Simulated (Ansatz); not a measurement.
Lu:

```
Lu
1.0
     3.50310    0.00000    0.00000
    -1.75155    3.03377    0.00000
     0.00000    0.00000    5.55090
Lu
2
Direct
  0.66667 0.33333 0.75000
  0.33333 0.66667 0.25000
```

```yaml
Program: Ansatz 0.2.0
Task: single point
Functional: PBEsol
Potentials_or_basis: Ansatz PAW
Cutoff: "420 eV (not typed: the program's choice for these potentials)"
k_mesh: 9 × 9 × 5
Occupations: fermi-dirac, width 0.05 eV
Spin: no spin polarisation
```

On this cell: pressure -3.0 GPa; largest force under 0.003 eV/Å; band gap on the k mesh none (metal or under the smearing width).

The same run follows on a disturbed copy (atoms moved at random, drawn with an rms of 0.05 Å):

```
Lu
1.0
     3.50310    0.00000    0.00000
    -1.75155    3.03377    0.00000
     0.00000    0.00000    5.55090
Lu
2
Cartesian
  1.7575 1.0135 4.1754
  0.0088 2.0001 1.3814
```

What does the disturbed cell give?

The energy (extrapolated to zero smearing) moves by +0.5 meV/atom; pressure -3.0 GPa; largest force 0.076 eV/Å; band gap on the k mesh none (metal or under the smearing width).

Forces on the atoms (eV/Å):
```
Lu   0.004 -0.031 -0.070
Lu  -0.004  0.031  0.070
```

Stress tensor (GPa, compression positive):
```
-2.63 -0.01  0.00
-0.01 -2.74  0.01
 0.00  0.01 -3.73
```

Caveats: the PAW data sets come from PBE, with cores solved anew for the run's functional, which leaves a small shift of forces and pressure.
